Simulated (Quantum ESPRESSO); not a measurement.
## MnS (Rambergite): magnetism against biaxial strain

How does biaxial strain change the magnetic state of MnS (Rambergite)?

Method: PBE with U = 4 eV on Mn d (ortho-atomic projectors); plane waves with GBRV 1.5 PBE potentials, no spin-orbit coupling, in Quantum ESPRESSO 7.5.

The database entry behind the starting cell differs from later determinations by our own check (about 0.3 % short against later determinations), so it need not match the best structure at ambient conditions.

### Step 1. Set-up

It takes space group P6_3mc (No. 186, hexagonal). Conventional cell: a = 3.976 Å, b = 3.976 Å, c = 6.432 Å, α = 90.00°, β = 90.00°, γ = 120.00°. Mn has 4 S at 2.41 to 2.48 Å nearest. S has 4 Mn at 2.41 to 2.48 Å nearest. Farther neighbours and most contacts between anions are not listed.

Structure file:

```cif
data_structure
_symmetry_space_group_name_H-M 'P6_3mc'
_symmetry_Int_Tables_number 186
_cell_length_a 3.9760
_cell_length_b 3.9760
_cell_length_c 6.4320
_cell_angle_alpha 90.000
_cell_angle_beta 90.000
_cell_angle_gamma 120.000
_cell_volume 88.06
loop_
_atom_site_label
_atom_site_type_symbol
_atom_site_symmetry_multiplicity
_atom_site_Wyckoff_symbol
_atom_site_fract_x
_atom_site_fract_y
_atom_site_fract_z
_atom_site_occupancy
Mn1 Mn 2 b 0.33333 0.66667 0.00000 1
S1 S 2 b 0.33333 0.66667 0.38500 1
```

The cell comes from the Crystallography Open Database.

### Step 2. Biaxial 0.96, ferro ++

Lengths in the Cartesian xy plane scale by the factor; z is kept. Atoms keep their fractional places. Seeded atoms are those given a starting moment.

The input, pw.in:

```
&CONTROL
  calculation = 'scf'
  prefix = 'pwscf'
  outdir = './tmp'
  pseudo_dir = './pseudo'
  disk_io = 'nowf'
  tprnfor = .true.
  tstress = .true.
/
&SYSTEM
  ibrav = 0
  celldm(1) = 8
  nat = 4
  ntyp = 2
  ecutwfc = 40
  ecutrho = 280
  nbnd = 34
  occupations = 'smearing'
  smearing = 'fd'
  degauss = 0.00367493
  nspin = 2
  starting_magnetization(1) = 0.3
  starting_magnetization(2) = 0
/
&ELECTRONS
  conv_thr = 8d-09
  electron_maxstep = 150
  mixing_beta = 0.3
/
ATOMIC_SPECIES
Mn     54.9380 mn_pbe_v1.5.uspp.F.UPF
S      32.0600 s_pbe_v1.4.uspp.F.UPF
CELL_PARAMETERS alat
   0.9016261285814    0.0000000000000    0.0000000000000
  -0.4508130642907    0.7808311320558    0.0000000000000
   0.0000000000000    0.0000000000000    1.5193398041991
ATOMIC_POSITIONS crystal
Mn      0.3333333333    0.6666666667    0.0000000000
Mn      0.6666666667    0.3333333333    0.5000000000
S       0.3333333333    0.6666666667    0.3850000000
S       0.6666666667    0.3333333333    0.8850000000
K_POINTS automatic
6 6 6 0 0 0
HUBBARD {ortho-atomic}
U Mn-3d 4.0000
```

Run with:

```console
$ OMP_NUM_THREADS=1 mpirun -n 2 pw.x -nk 2 -in pw.in > pw.out
```

Output:

```text
Program PWSCF v.7.5 starts

     Message from routine setup:
     using ibrav=0 with symmetry is DISCOURAGED, use correct ibrav instead

     K-points division:     npool     =       2
     Subspace diagonalization in iterative solution of the eigenvalue problem:

     bravais-lattice index     =            0
     lattice parameter (alat)  =       8.0000  a.u.
     unit-cell volume          =     547.6568 (a.u.)^3
     number of atoms/cell      =            4
     number of atomic types    =            2
     number of electrons       =        42.00
     number of Kohn-Sham states=           34
     kinetic-energy cutoff     =      40.0000  Ry
     charge density cutoff     =     280.0000  Ry
     scf convergence threshold =      8.0E-09
     mixing beta               =       0.3000
     number of iterations used =            8  plain     mixing
     Exchange-correlation=  SLA  PW   PBX  PBC
                           (   1   4   3   4   0   0   0)
     Hubbard projectors: ortho-atomic
     Hubbard parameters of DFT+U (Dudarev formulation) in eV:
     U(Mn-3d) =  4.0000

     Internal variables: lda_plus_u =T, lda_plus_u_kind = 0

     Internal variables: orbital_resolved =F, hub_pot_fix =F, apply_U = F

     celldm(1)=   8.000000  celldm(2)=   0.000000  celldm(3)=   0.000000
     celldm(4)=   0.000000  celldm(5)=   0.000000  celldm(6)=   0.000000

     crystal axes: (cart. coord. in units of alat)
               a(1) = (   0.901626   0.000000   0.000000 )
               a(2) = (  -0.450813   0.780831   0.000000 )
               a(3) = (   0.000000   0.000000   1.519340 )

     reciprocal axes: (cart. coord. in units 2 pi/alat)
               b(1) = (  1.109107  0.640343 -0.000000 )
               b(2) = (  0.000000  1.280687  0.000000 )
               b(3) = (  0.000000 -0.000000  0.658181 )

     PseudoPot. # 1 for Mn read from file:
     mn_pbe_v1.5.uspp.F.UPF
     Pseudo is Ultrasoft + core correction, Zval = 15.0

     PseudoPot. # 2 for S  read from file:
     s_pbe_v1.4.uspp.F.UPF
     Pseudo is Ultrasoft + core correction, Zval =  6.0

     atomic species   valence    mass     pseudopotential
     Mn               15.00    54.93800     Mn( 1.00)
     S                 6.00    32.06000     S ( 1.00)

     Starting magnetic structure
     atomic species   magnetization
     Mn              0.300
     S               0.000

     12 Sym. Ops. (no inversion) found ( 6 have fractional translation)

   Cartesian axes

     site n.     atom                  positions (alat units)
         1        Mn     tau(   1) = (  -0.0000000   0.5205541   0.0000000  )
         2        Mn     tau(   2) = (   0.4508131   0.2602770   0.7596699  )
         3        S      tau(   3) = (  -0.0000000   0.5205541   0.5849458  )
         4        S      tau(   4) = (   0.4508131   0.2602770   1.3446157  )

     number of k points=    28  Fermi-Dirac smearing, width (Ry)=  0.0037
                       cart. coord. in units 2pi/alat
        k(    1) = (   0.0000000   0.0000000   0.0000000), wk =   0.0046296
        k(    2) = (   0.0000000   0.0000000   0.1096968), wk =   0.0092593
        k(    3) = (   0.0000000   0.0000000   0.2193935), wk =   0.0092593
        k(    4) = (   0.0000000   0.0000000  -0.3290903), wk =   0.0046296
        k(    5) = (   0.0000000   0.2134478   0.0000000), wk =   0.0277778
        [... 23 further k-points ...]

     Dense  grid:    43391 G-vectors     FFT dimensions: (  40,  40,  72)

     Smooth grid:    18715 G-vectors     FFT dimensions: (  30,  30,  50)

     Check: negative core charge=   -0.000034
     Generating pointlists ...
     new r_m :   0.2265 (alat units)  1.8120 (a.u.) for type    1
     new r_m :   0.2265 (alat units)  1.8120 (a.u.) for type    2

     Initial potential from superposition of free atoms

     starting charge      40.9998, renormalised to      42.0000

     STARTING HUBBARD OCCUPATIONS:

     =================== HUBBARD OCCUPATIONS ===================
     ------------------------ ATOM    1 ------------------------
     Tr[ns(  1)] (up, down, total) =   5.00000  0.00000  5.00000
     Atomic magnetic moment for atom   1 =   5.00000
     [... lines left out ...]
     ------------------------ ATOM    2 ------------------------
     Tr[ns(  2)] (up, down, total) =   5.00000  0.00000  5.00000
     Atomic magnetic moment for atom   2 =   5.00000
     [... lines left out ...]
     Number of occupied Hubbard levels =   10.0000

     Atomic wfc used for Hubbard projectors are orthogonalized

     Starting wfcs are   34 randomized atomic wfcs

     Self-consistent Calculation

     iteration #  1     ecut=    40.00 Ry     beta= 0.30
     Davidson diagonalization with overlap
     ethr =  1.00E-02,  avg # of iterations =  4.5

     =================== HUBBARD OCCUPATIONS ===================
     ------------------------ ATOM    1 ------------------------
     Tr[ns(  1)] (up, down, total) =   4.82048  0.16524  4.98572
     Atomic magnetic moment for atom   1 =   4.65524
     [... lines left out ...]
     ------------------------ ATOM    2 ------------------------
     Tr[ns(  2)] (up, down, total) =   4.82048  0.16524  4.98572
     Atomic magnetic moment for atom   2 =   4.65524
     [... lines left out ...]
     Number of occupied Hubbard levels =    9.9714

     total energy              =    -470.43784237 Ry
     estimated scf accuracy    <       0.99025890 Ry

     total magnetization       =    10.00 Bohr mag/cell
     absolute magnetization    =    10.00 Bohr mag/cell

     iteration #  2     ecut=    40.00 Ry     beta= 0.30
     Davidson diagonalization with overlap
     ethr =  2.36E-03,  avg # of iterations =  1.7

     total energy              =    -470.60220460 Ry
     estimated scf accuracy    <       0.05226637 Ry

     total magnetization       =    10.00 Bohr mag/cell
     absolute magnetization    =    10.00 Bohr mag/cell

     [... further iterations left out ...]

     iteration #  9     ecut=    40.00 Ry     beta= 0.30
     Davidson diagonalization with overlap
     ethr =  4.65E-10,  avg # of iterations =  4.6

     negative rho (up, down):  0.000E+00 3.088E-04

     total energy              =    -470.62245944 Ry
     estimated scf accuracy    <       0.00000034 Ry

     total magnetization       =    10.00 Bohr mag/cell
     absolute magnetization    =    10.00 Bohr mag/cell

     iteration # 10     ecut=    40.00 Ry     beta= 0.30
     Davidson diagonalization with overlap
     ethr =  4.65E-10,  avg # of iterations =  2.0

     negative rho (up, down):  0.000E+00 3.067E-04

     Magnetic moment per site  (integrated on atomic sphere of radius R)
     atom   1 (R=0.227)  charge= 12.7752  magn=  4.2522
     atom   2 (R=0.227)  charge= 12.7752  magn=  4.2522
     atom   3 (R=0.227)  charge=  4.0111  magn=  0.0671
     atom   4 (R=0.227)  charge=  4.0111  magn=  0.0671

     End of self-consistent calculation

     =================== HUBBARD OCCUPATIONS ===================
     ------------------------ ATOM    1 ------------------------
     Tr[ns(  1)] (up, down, total) =   4.94657  0.29845  5.24502
     Atomic magnetic moment for atom   1 =   4.64812
     [... lines left out ...]
     ------------------------ ATOM    2 ------------------------
     Tr[ns(  2)] (up, down, total) =   4.94657  0.29845  5.24502
     Atomic magnetic moment for atom   2 =   4.64812
     [... lines left out ...]
     Number of occupied Hubbard levels =   10.4900

     [... lines left out ...]
     the Fermi energy is     8.9715 ev

!    total energy              =    -470.62245959 Ry
     estimated scf accuracy    <          6.8E-09 Ry
     smearing contrib. (-TS)   =      -0.00000004 Ry
     internal energy E=F+TS    =    -470.62245955 Ry

     The total energy is F=E-TS. E is the sum of the following terms:
     one-electron contribution =    -305.58790722 Ry
     hartree contribution      =     165.16911497 Ry
     xc contribution           =     -70.60766596 Ry
     ewald contribution        =    -259.69290010 Ry
     Hubbard energy            =       0.09689876 Ry

     total magnetization       =    10.00 Bohr mag/cell
     absolute magnetization    =    10.00 Bohr mag/cell

     convergence has been achieved in  10 iterations

     negative rho (up, down):  0.000E+00 3.067E-04

     Forces acting on atoms (cartesian axes, Ry/au):

     atom    1 type  1   force =     0.00000000    0.00000000    0.02963706
     atom    2 type  1   force =    -0.00000000   -0.00000000    0.02963706
     atom    3 type  2   force =    -0.00000000   -0.00000000   -0.02963706
     atom    4 type  2   force =     0.00000000   -0.00000000   -0.02963706

     Total force =     0.059274     Total SCF correction =     0.000083

     Computing stress (Cartesian axis) and pressure

     negative rho (up, down):  0.000E+00 3.067E-04
          total   stress  (Ry/bohr**3)                   (kbar)     P=      133.04
   0.00112095   0.00000000  -0.00000000          164.90        0.00       -0.00
   0.00000000   0.00112095  -0.00000000            0.00      164.90       -0.00
   0.00000000   0.00000000   0.00047127            0.00        0.00       69.33

=------------------------------------------------------------------------------=
   JOB DONE.
=------------------------------------------------------------------------------=
```

Elapsed: 47 s, on 2 MPI ranks of Intel Xeon Platinum 8375C at 2.90GHz (Ice Lake), shared host; peak memory 0.38 GiB.

Spin moment in the atom's sphere by atom:

```
atom  spin moment in the atom's sphere (μB)
 Mn1                                   4.25
 Mn2                                   4.25
  S3                                   0.07
  S4                                   0.07
```

Numbers from this step:

```
smearing term TS       : 5.64e-7 eV
pressure               : 13.30 GPa
magnetization          : 10 μB
absolute magnetization : 10 μB
final state            : ferromagnetic
```

### Step 3. Biaxial 0.96, antiferro +-

Edit pw.in of step 2 so:

```diff
@@ -13,6 +13,6 @@
   nat = 4
-  ntyp = 2
+  ntyp = 3
   ecutwfc = 40
   ecutrho = 280
-  nbnd = 34
+  nbnd = 30
   occupations = 'smearing'
@@ -22,3 +22,4 @@
   starting_magnetization(1) = 0.3
-  starting_magnetization(2) = 0
+  starting_magnetization(2) = -0.3
+  starting_magnetization(3) = 0
 /
@@ -30,3 +31,4 @@
 ATOMIC_SPECIES
-Mn     54.9380 mn_pbe_v1.5.uspp.F.UPF
+Mn1    54.9380 mn_pbe_v1.5.uspp.F.UPF
+Mn2    54.9380 mn_pbe_v1.5.uspp.F.UPF
 S      32.0600 s_pbe_v1.4.uspp.F.UPF
@@ -37,4 +39,4 @@
 ATOMIC_POSITIONS crystal
-Mn      0.3333333333    0.6666666667    0.0000000000
-Mn      0.6666666667    0.3333333333    0.5000000000
+Mn1     0.3333333333    0.6666666667    0.0000000000
+Mn2     0.6666666667    0.3333333333    0.5000000000
 S       0.3333333333    0.6666666667    0.3850000000
@@ -44,2 +46,3 @@
 HUBBARD {ortho-atomic}
-U Mn-3d 4.0000
+U Mn1-3d 4.0000
+U Mn2-3d 4.0000
```

Output:

```text
     [... lines left out ...]
Program PWSCF v.7.5 starts
     [... lines left out ...]
     number of atoms/cell      =            4
     [... lines left out ...]
     number of electrons       =        42.00
     number of Kohn-Sham states=           30
     kinetic-energy cutoff     =      40.0000  Ry
     charge density cutoff     =     280.0000  Ry
     scf convergence threshold =      8.0E-09
     [... lines left out ...]
      6 Sym. Ops. (no inversion) found
     [... lines left out ...]
     number of k points=    34  Fermi-Dirac smearing, width (Ry)=  0.0037
     [... lines left out ...]
     iteration # 12     ecut=    40.00 Ry     beta= 0.30
     [... lines left out ...]
     Magnetic moment per site  (integrated on atomic sphere of radius R)
     atom   1 (R=0.227)  charge= 12.7798  magn=  4.2022
     atom   2 (R=0.227)  charge= 12.7798  magn= -4.2022
     atom   3 (R=0.227)  charge=  4.0059  magn= -0.0333
     atom   4 (R=0.227)  charge=  4.0059  magn=  0.0333
     [... lines left out ...]
     Tr[ns(  1)] (up, down, total) =   4.93878  0.33274  5.27153
     [... lines left out ...]
     Tr[ns(  2)] (up, down, total) =   0.33274  4.93878  5.27153
     [... lines left out ...]
     the Fermi energy is     8.8495 ev
!    total energy              =    -470.63344735 Ry
     estimated scf accuracy    <          1.9E-09 Ry
     smearing contrib. (-TS)   =      -0.00000000 Ry
     [... lines left out ...]
     total magnetization       =    -0.00 Bohr mag/cell
     absolute magnetization    =     9.67 Bohr mag/cell
     convergence has been achieved in  12 iterations
     [... lines left out ...]
     Total force =     0.070853     Total SCF correction =     0.000015
     [... lines left out ...]
          total   stress  (Ry/bohr**3)                   (kbar)     P=      117.17
     [... lines left out ...]
```

Run time: 60 s. Hardware: 2 MPI ranks; peak memory 0.4 GiB.

Spin moment in the atom's sphere by atom:

```
atom  spin moment in the atom's sphere (μB)
 Mn1                                   4.20
 Mn2                                  -4.20
  S3                                  -0.03
  S4                                   0.03
```

Read from the output:

| Property | Result |
| --- | --- |
| smearing term TS | 1.09e-9 eV |
| pressure | 11.72 GPa |
| magnetization | 0 μB |
| absolute magnetization | 9.674 μB |
| final state | antiferromagnetic |

### Step 4. Biaxial 0.96, no spin polarisation

The input, pw.in:

```
&CONTROL
  calculation = 'scf'
  prefix = 'pwscf'
  outdir = './tmp'
  pseudo_dir = './pseudo'
  disk_io = 'nowf'
  tprnfor = .true.
  tstress = .true.
/
&SYSTEM
  ibrav = 0
  celldm(1) = 8
  nat = 4
  ntyp = 2
  ecutwfc = 40
  ecutrho = 280
  nbnd = 30
  occupations = 'smearing'
  smearing = 'fd'
  degauss = 0.00367493
/
&ELECTRONS
  conv_thr = 8d-09
  electron_maxstep = 150
  mixing_beta = 0.3
/
ATOMIC_SPECIES
Mn     54.9380 mn_pbe_v1.5.uspp.F.UPF
S      32.0600 s_pbe_v1.4.uspp.F.UPF
CELL_PARAMETERS alat
   0.9016261285814    0.0000000000000    0.0000000000000
  -0.4508130642907    0.7808311320558    0.0000000000000
   0.0000000000000    0.0000000000000    1.5193398041991
ATOMIC_POSITIONS crystal
Mn      0.3333333333    0.6666666667    0.0000000000
Mn      0.6666666667    0.3333333333    0.5000000000
S       0.3333333333    0.6666666667    0.3850000000
S       0.6666666667    0.3333333333    0.8850000000
K_POINTS automatic
6 6 6 0 0 0
HUBBARD {ortho-atomic}
U Mn-3d 4.0000
```

Output:

```text
     [... lines left out ...]
Program PWSCF v.7.5 starts
     [... lines left out ...]
     number of atoms/cell      =            4
     [... lines left out ...]
     number of electrons       =        42.00
     number of Kohn-Sham states=           30
     kinetic-energy cutoff     =      40.0000  Ry
     charge density cutoff     =     280.0000  Ry
     scf convergence threshold =      8.0E-09
     [... lines left out ...]
     12 Sym. Ops. (no inversion) found ( 6 have fractional translation)
     [... lines left out ...]
     number of k points=    28  Fermi-Dirac smearing, width (Ry)=  0.0037
     [... lines left out ...]
     iteration # 17     ecut=    40.00 Ry     beta= 0.30
     [... lines left out ...]
     Tr[ns(  1)] =   5.73293
     [... lines left out ...]
     Tr[ns(  2)] =   5.73293
     [... lines left out ...]
     the Fermi energy is     7.8324 ev
!    total energy              =    -470.06945617 Ry
     estimated scf accuracy    <          2.2E-09 Ry
     smearing contrib. (-TS)   =      -0.00104545 Ry
     [... lines left out ...]
     convergence has been achieved in  17 iterations
     [... lines left out ...]
     Total force =     0.006688     Total SCF correction =     0.000025
     [... lines left out ...]
          total   stress  (Ry/bohr**3)                   (kbar)     P=     -107.86
     [... lines left out ...]
```

Run time: 28 s. Hardware: 2 MPI ranks; peak memory 0.32 GiB.

This step gave:

```yaml
smearing_term_ts: 0.01422 eV
pressure: -10.79 GPa
final_state: non-magnetic (no spin polarisation)
```

### Step 5. Biaxial 1.04, ferro ++

Edit pw.in of step 4 so:

```diff
@@ -16,3 +16,3 @@
   ecutrho = 280
-  nbnd = 30
+  nbnd = 34
   occupations = 'smearing'
@@ -20,2 +20,5 @@
   degauss = 0.00367493
+  nspin = 2
+  starting_magnetization(1) = 0.3
+  starting_magnetization(2) = 0
 /
@@ -30,4 +33,4 @@
 CELL_PARAMETERS alat
-   0.9016261285814    0.0000000000000    0.0000000000000
-  -0.4508130642907    0.7808311320558    0.0000000000000
+   0.9767616392966    0.0000000000000    0.0000000000000
+  -0.4883808196483    0.8459003930624    0.0000000000000
    0.0000000000000    0.0000000000000    1.5193398041991
```

Output:

```text
     [... lines left out ...]
Program PWSCF v.7.5 starts
     [... lines left out ...]
     number of atoms/cell      =            4
     [... lines left out ...]
     number of electrons       =        42.00
     number of Kohn-Sham states=           34
     kinetic-energy cutoff     =      40.0000  Ry
     charge density cutoff     =     280.0000  Ry
     scf convergence threshold =      8.0E-09
     [... lines left out ...]
     12 Sym. Ops. (no inversion) found ( 6 have fractional translation)
     [... lines left out ...]
     number of k points=    28  Fermi-Dirac smearing, width (Ry)=  0.0037
     [... lines left out ...]
     iteration # 10     ecut=    40.00 Ry     beta= 0.30
     [... lines left out ...]
     Magnetic moment per site  (integrated on atomic sphere of radius R)
     atom   1 (R=0.241)  charge= 12.9421  magn=  4.4298
     atom   2 (R=0.241)  charge= 12.9421  magn=  4.4298
     atom   3 (R=0.241)  charge=  4.3467  magn=  0.0331
     atom   4 (R=0.241)  charge=  4.3467  magn=  0.0331
     [... lines left out ...]
     Tr[ns(  1)] (up, down, total) =   4.96716  0.23172  5.19888
     [... lines left out ...]
     Tr[ns(  2)] (up, down, total) =   4.96716  0.23172  5.19888
     [... lines left out ...]
     the Fermi energy is     6.7012 ev
!    total energy              =    -470.66593986 Ry
     estimated scf accuracy    <          3.0E-09 Ry
     smearing contrib. (-TS)   =      -0.00000000 Ry
     [... lines left out ...]
     total magnetization       =    10.00 Bohr mag/cell
     absolute magnetization    =    10.00 Bohr mag/cell
     convergence has been achieved in  10 iterations
     [... lines left out ...]
     Total force =     0.005670     Total SCF correction =     0.000111
     [... lines left out ...]
          total   stress  (Ry/bohr**3)                   (kbar)     P=       -1.16
     [... lines left out ...]
```

It took 47 s on 2 MPI ranks; peak memory 0.44 GiB.

This step gave:

- smearing term TS: 1.84e-8 eV
- pressure: -0.1156 GPa
- magnetization: 10 μB
- absolute magnetization: 10 μB
- final state: ferromagnetic
- largest moment: 4.430 μB

(Continued in part 2 of 2.)

[Logs and program files are shortened in this print: banners, set-up blocks, solver, clock and traceback lines can be left out without a mark of their own.]

[Logs are printed without paths, hosts, clocks, repeated set-up lines and the standing remarks that a program may print on its own settings, such as how far it seeks lower states.]

[Hosts, paths, dates, database ids (printed as entryN), source tags and the programs' standing remarks are cut or masked in the printed files.]

[Where a cell is said to come from a database of computed structures, the database is the Materials Project.]
